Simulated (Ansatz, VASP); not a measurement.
# One calculation of I, two programs

```xyz
1
Lattice="-2.1169 2.1169 2.1169 2.1169 -2.1169 2.1169 2.1169 2.1169 -2.1169" Properties=species:S:1:pos:R:3 pbc="T T T"
I     0.0000    0.0000    0.0000
```

The real solid is made of molecules; this cell is a model form.

Alike in both runs: task single point; functional r2SCAN; k mesh 8 × 8 × 8; occupations fermi-dirac, width 0.01 eV; no spin polarisation.

```csv
,VASP,Ansatz
version,VASP 6.6.1,Ansatz 0.2.0
potentials or method,"VASP PAW PBE potentials, release 64 (I)","plane waves, PAW"
plane-wave cutoff (eV),520,750
valence electrons in the cell,7,17
```

```csv
,VASP,Ansatz,Ansatz less VASP
pressure (GPa),-1.1,-1.1,+0.03
```

The two sets of potentials don't hold the same shells in valence.

Caveats: the PAW data sets were made with another functional, which shifts forces and pressure a little (VASP); an odd number of electrons without spin polarisation forces a metal; a magnetic or distorted state may lie lower. Spin-orbit coupling is left out, which matters for the levels of I.
